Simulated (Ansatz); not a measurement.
# Mg (P1) in Ansatz: convergence with ecutrho ratio

Aim: find how far ecutrho ratio must go before the results for Mg settle, at r2SCAN. This setting moves, with any that are tied to it; all else stays.

Everything below comes from runs of Ansatz 0.2.0. Logs are shortened: lines on timing, memory, paths and dates and some standing lists are left out, and cuts for length are marked.

## (1) The cell of the first run

The typed cell holds 4 atoms: a = 3.177 Å, b = 3.177 Å, c = 10.319 Å, α = 90.00°, β = 90.00°, γ = 120.00°.

The cell isn't the ideal one: atoms moved at random, drawn with an rms of 0.05 Å.

## (2) With ecutrho ratio 4

Contents of input.yaml:

```yaml
crystal:
  lattice:
    - [3.1768261656, 0.0, 0.0]
    - [-1.5884130828, 2.7512121628, 0.0]
    - [0.0, 0.0, 10.31886201]
  atoms:
    - { symbol: Mg, position: [0.6626, 0.325608, 0.747392] }
    - { symbol: Mg, position: [-0.005909, -0.016441, 0.501469] }
    - { symbol: Mg, position: [0.324157, 0.67579, 0.256108] }
    - { symbol: Mg, position: [-0.018252, -0.002868, 0.000359] }
hamiltonian:
  xc: r2scan
  pseudopotentials: { kind: paw }
kpoints:
  mp_grid: { grid: [7, 7, 2] }
scf:
  occupations: { method: gaussian, width: 0.1 }
output:
  forces: true
  stress: true
  eigenvalues: true
basis:
  ecutrho_ratio: 4
```

Potentials or basis: Ansatz PAW.

On the command line:

```
$ ansatz run input.yaml --threads 2 --pin off --max-ram 5632MiB --backend cpu --events-out ev --progress --plain --runs-dir out
```

It took 12 s on 2 threads of Arm Neoverse V1, shared host; peak memory 0.56 GiB.

What came out:

```
Free energy            : -7705.6265 eV
Pressure               : 0.4 GPa
Largest force          : 0.212 eV/Å
Band gap on the k mesh : none (metal or under the smearing width)
```

## (3) With ecutrho ratio 5

Edit input.yaml of step 2 so:

```diff
@@ -22,2 +22,2 @@
 basis:
-  ecutrho_ratio: 4
+  ecutrho_ratio: 5
```

Potentials or basis: Ansatz PAW.

On the command line:

```
$ ansatz run input.yaml --threads 2 --pin off --max-ram 5632MiB --backend cpu --events-out ev --progress --plain --runs-dir out
```

Run time: 13 s. Hardware: 2 threads of Arm Neoverse V1, shared host; peak memory 0.65 GiB.

Results:

```
Free energy            : -7705.6266 eV
Pressure               : 0.4 GPa
Largest force          : 0.212 eV/Å
Band gap on the k mesh : none (metal or under the smearing width)
```

## (4) With ecutrho ratio 6

Edit input.yaml of step 3 so:

```diff
@@ -22,2 +22,2 @@
 basis:
-  ecutrho_ratio: 5
+  ecutrho_ratio: 6
```

On the command line:

```
$ ansatz run input.yaml --threads 2 --pin off --max-ram 5632MiB --backend cpu --events-out ev --progress --plain --runs-dir out
```

Run time: 13 s. Hardware: 2 threads of Arm Neoverse V1, shared host; peak memory 0.75 GiB.

What came out:

| Quantity | Value |
| --- | --- |
| Free energy | -7705.6267 eV |
| Pressure | 0.4 GPa |
| Largest force | 0.212 eV/Å |
| Band gap on the k mesh | none (metal or under the smearing width) |

## (5) With ecutrho ratio 8

Edit input.yaml of step 4 so:

```diff
@@ -22,2 +22,2 @@
 basis:
-  ecutrho_ratio: 6
+  ecutrho_ratio: 8
```

On the command line:

```
$ ansatz run input.yaml --threads 2 --pin off --max-ram 5632MiB --backend cpu --events-out ev --progress --plain --runs-dir out
```

It took 15 s on 2 threads of Arm Neoverse V1, shared host; peak memory 1 GiB.

Results (log left out):

- Free energy: -7705.6267 eV
- Pressure: 0.4 GPa
- Largest force: 0.212 eV/Å
- Band gap on the k mesh: none (metal or under the smearing width)

## (6) With ecutrho ratio 10

Edit input.yaml of step 5 so:

```diff
@@ -22,2 +22,2 @@
 basis:
-  ecutrho_ratio: 8
+  ecutrho_ratio: 10
```

Potentials or basis: Ansatz PAW.

On the command line:

```
$ ansatz run input.yaml --threads 2 --pin off --max-ram 5632MiB --backend cpu --events-out ev --progress --plain --runs-dir out
```

It took 17 s on 2 threads of Arm Neoverse V1, shared host; peak memory 1.2 GiB.

Results (log left out):

```
Free energy            : -7705.6268 eV
Pressure               : 0.4 GPa
Largest force          : 0.212 eV/Å
Band gap on the k mesh : none (metal or under the smearing width)
```

## (7) With ecutrho ratio 12

Edit input.yaml of step 6 so:

```diff
@@ -22,2 +22,2 @@
 basis:
-  ecutrho_ratio: 10
+  ecutrho_ratio: 12
```

Potentials or basis: Ansatz PAW.

On the command line:

```
$ ansatz run input.yaml --threads 2 --pin off --max-ram 5632MiB --backend cpu --events-out ev --progress --plain --runs-dir out
```

Log:

```text
Warning: RAYON_NUM_THREADS=2 ignored (pool sized by the plan → 2); use --threads N
Engine: ansatz 0.2.0, aarch64-unknown-linux-gnu
Pseudopotentials: kind: paw
Pseudopotential: Mg, paw, valence charge 10, recommended cutoff 500 eV (meta_gga), Mg.paw.azcp
Functional definition: r2SCAN
  parameter k0 = 0.174
  parameter k1 = 0.065
  parameter a1 = 4.9479
  exchange = r2scan_x(k0 = k0, k1 = k1, a1 = a1)
  correlation = r2scan_c
Crystal: 4 atoms, lattice volume = 90.188 Å³
Basis set: ecut = 500 eV, 2287 PW (Γ), exchange–correlation on 180×180×540 points (64 copies of the dense FFT grid, shifted against one another)
Bands: 24, of which v1, the nominal top of the filled ones, is band 20 counted from 1 (19 counted from 0)
Symmetry: 1 space group operations
Space group: P1 (ITA 1), of the structure as read, at distance tolerance 4.5e-5 Å
k-points: 50 of 98 (time reversal used)
Non-local potential: Mg, projectors of the file, l = 0: 3, l = 1: 2, l = 2: 1
PAW form: soft (Blöchl's): semilocal exchange-correlation on the pseudo side does not see the compensation charge
PAW frozen core: Mg, regenerated for the run's functional (the file was generated under x = pbe(κ = 0.804, μ = 0.2195149727645171), c = pbe(β = 0.06672455060314922))
PAW one-centre angular grid: Mg, 302 points (default); XC on 224 Gauss nodes
Initial density: superposition of atomic densities (neutral atoms: chi_scale 0, normalization atom), corrected by the library's trained network
Initial wavefunctions: pseudopotential atomic-orbital guess
Functional: x = r2scan, c = r2scan; τ floored in thin density (d = 2e-4 eV/Å³)
SCF iter   1: F=—  HF=-7705.611931 eV  |F-HF|=—  |Δ(HF+E_count)|=         —  Δρ=7.25e-3  dr2=1.63e-2  dr2_τ=1.26e-3  ethr=1.77e-3  ⟨swp⟩=5.3  Hψ=4755  notcnv=0
preconditioner: auto → Kerker (q_TF=auto, 2.383 Å⁻¹)  [metal: Δε(μ)=0.007 eV  Ē_g=5.691 eV  σ=0.100 eV  W_gap=0.04  n_scr=24 (ndim 8)  ℏωp=11.1 eV  f_vac=0.000  D(μ)=2.00/eV (n_scr^D=6)]
SCF iter   2: F=—  HF=-7705.626360 eV  |F-HF|=—  |Δ(HF+E_count)|=   1.44e-2  Δρ=3.11e-3  dr2=4.53e-3  dr2_τ=1.02e-4  ethr=4.07e-5  ⟨swp⟩=2.0  Hψ=2794  notcnv=0  defer=6
SCF iter   3: F=—  HF=-7705.626688 eV  |F-HF|=—  |Δ(HF+E_count)|=   3.28e-4  Δρ=8.76e-4  dr2=8.73e-4  dr2_τ=1.25e-5  ethr=1.13e-5  ⟨swp⟩=2.0  Hψ=2010  notcnv=0  defer=6
SCF iter   4: F=—  HF=-7705.626775 eV  |F-HF|=—  |Δ(HF+E_count)|=   8.79e-5  Δρ=1.74e-4  dr2=4.79e-5  dr2_τ=5.49e-7  ethr=2.18e-6  ⟨swp⟩=1.1  Hψ=1200  notcnv=0  defer=6
SCF iter   5: F=—  HF=-7705.626765 eV  |F-HF|=—  |Δ(HF+E_count)|=   9.99e-6  Δρ=4.29e-5  dr2=1.26e-6  dr2_τ=2.98e-8  ethr=1.20e-7  ⟨swp⟩=2.3  Hψ=1578  notcnv=0  defer=6
SCF iter   6: F=-7705.626767 eV  HF=-7705.626767 eV  |F-HF|=1.32e-8  |Δ(HF+E_count)|=   1.37e-6  Δρ=6.05e-6  dr2=3.63e-8  dr2_τ=1.01e-9  ethr=2.50e-10  ⟨swp⟩=3.8  Hψ=4718  notcnv=0
SCF 1 converged in 6 iterations: F = -7705.626767 eV  dr2 = 3.63e-8
SCF converged after 6 iterations
Free energy (F): -7705.626767 eV
Harris-Foulkes:  -7705.626767 eV  (|F-HF|=1.32e-8)
Internal energy: -7705.616782 eV  (E = F + TS)
E sigma→0 (E₀):  -7705.621774 eV
Entropy (-TS):   -0.009985 eV (-2.496 meV/atom)
Fermi energy:    5.841558 eV
--- Per-component energies (eV) ---
  E_band       = -1480.206125
  E_kinetic    = 297.577658
  E_local      = -6462.276895  (includes V_loc(G=0)·N_el)
  E_nonlocal   = 383.779519
  E_hartree    = 2308.857774
  E_xc         = -105.740206
  E_vxc        = -153.565084  (∫ρ·V_xc dr)
  E_paw        = -1185.079252  (= ΣΔE_a)
  E_vpaw       = -173.478682  (= ΣTr[D̂ρ^β])
  E_aug_tail   = 0.000000  (compensation charges beyond the density's cutoff)
  E_vtau       = 10.046720  (kinetic-family band-sum trace: ∫τ·v_τ [+ j·A + Jᵃ·Aᵃ] dr)
  E_ewald      = -2942.630548
  E_core_change = -0.104833  (= ΣΔE_core)
  E_smearing   = -0.009985  (= −TS)
  E_closure    = -0.000000  (closes the sum)
  Σ components = -7705.626767   (vs F -7705.626767, Δ=0.00e0)
--- Forces (eV/Å), atoms counted from 1 ---
  atom   1  Mg    -0.01432540    -0.00620399     0.14156126
  atom   2  Mg    -0.02902811     0.03939464     0.01487555
  atom   3  Mg     0.01969648    -0.03725471    -0.20727394
  atom   4  Mg     0.02365700     0.00406365     0.05083706
  max |Σ_I F_I| component: 4.04e-7 eV/Å
--- Stress (GPa, compression-positive) ---
       -0.513656      -0.017578      -0.022220
       -0.017578      -0.552265       0.005333
       -0.022220       0.005333       2.301720
  P = ⅓ Tr σ = 0.4119 GPa (4.119 kbar)
--- Band table (eV; the first three rows and the last of 50) ---
  k-point 0: bands = ["-73.1633", "-73.1493", "-73.1459", "-73.1246", "-38.2672", "-38.2487", "-38.2481", "-38.2463", "-38.2433", "-38.2350", "-38.2343", "-38.2316", "-38.2312", "-38.2141", "-38.2104", "-38.2099", "-1.6657", "-0.1708", "-0.1406", "3.8828", "4.6143", "11.2376", "11.2510", "17.6140"]
  k-point 1: bands = ["-73.1633", "-73.1493", "-73.1459", "-73.1246", "-38.2659", "-38.2522", "-38.2487", "-38.2481", "-38.2381", "-38.2350", "-38.2343", "-38.2316", "-38.2312", "-38.2147", "-38.2104", "-38.2099", "-1.3448", "-1.2225", "1.6465", "1.7224", "7.4303", "7.4946", "15.4852", "15.5468"]
  k-point 2: bands = ["-73.1628", "-73.1489", "-73.1455", "-73.1242", "-38.2656", "-38.2544", "-38.2495", "-38.2463", "-38.2432", "-38.2393", "-38.2361", "-38.2356", "-38.2326", "-38.2151", "-38.2142", "-38.2111", "-1.2314", "0.2560", "0.2862", "4.2812", "5.0238", "11.4939", "11.5621", "13.3862"]
  k-point 49: bands = ["-73.1614", "-73.1474", "-73.1441", "-73.1228", "-38.2710", "-38.2623", "-38.2574", "-38.2563", "-38.2506", "-38.2452", "-38.2428", "-38.2408", "-38.2394", "-38.2277", "-38.2180", "-38.2154", "1.6352", "1.7590", "4.4988", "4.5740", "7.3919", "7.5185", "9.6516", "9.7305"]
```

Run time: 21 s. Hardware: 2 threads of Arm Neoverse V1, shared host; peak memory 1.6 GiB.

What came out:

```
Free energy            : -7705.6268 eV
Pressure               : 0.4 GPa
Largest force          : 0.212 eV/Å
Band gap on the k mesh : none (metal or under the smearing width)
```

## (8) Summary

| ecutrho ratio | energy less the tightest run, at zero smearing (meV/atom) | SCF cycles | CPU time (s) | peak memory (GiB) |
| --- | --- | --- | --- | --- |
| 4 | 0.05 | 6 | 24 | 0.56 |
| 5 | 0.03 | 6 | 26 | 0.65 |
| 6 | 0.02 | 6 | 25 | 0.75 |
| 8 | 0.01 | 6 | 30 | 1 |
| 10 | 0.00 | 6 | 34 | 1.2 |
| 12 | 0.00 | 6 | 41 | 1.6 |

Against the tightest run, the energy stays within 1 meV/atom from 4 on. The tightest run that finished is the yardstick and may itself not be fully converged.

Caveats: the PAW data sets come from PBE, with cores solved anew for the run's functional, which leaves a small shift of forces and pressure.
